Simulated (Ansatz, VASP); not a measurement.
# Two plane-wave programs on BP

```
B P
1.0
     0.00000    2.24523    2.24523
     2.24523    0.00000    2.24523
     2.24523    2.24523    0.00000
B P
1 1
Cartesian
  0.0000 0.0000 0.0000
  3.3678 3.3678 3.3678
```

Alike in both runs: functional LDA; k mesh 10 × 10 × 10; no spin polarisation.

Ansatz relaxed the structure, and its values are those at the end. VASP's run is a single point on that final structure, the one shown.

|  | VASP | Ansatz |
| --- | --- | --- |
| version | VASP 6.6.1 | Ansatz 0.2.0 |
| potentials or method | VASP PAW LDA potentials, release 64 (B, P) | scalar-relativistic, plane waves, PAW |
| plane-wave cutoff (eV) | 520 | 420 |
| occupations | gaussian, width 0.01 eV | fixed |
| valence electrons in the cell | 8 | 8 |

Ansatz gave:

```
gap on the k mesh at the Fermi level (eV) : 1.15
least direct gap on the mesh (eV)         : 3.43
pressure (GPa)                            : 0.0
```

Q: What did VASP give for the same quantities?

A: gap on the k mesh at the Fermi level (eV): 1.15; least direct gap on the mesh (eV): 3.43; pressure (GPa): -0.1.

A k mesh can miss the band edges.
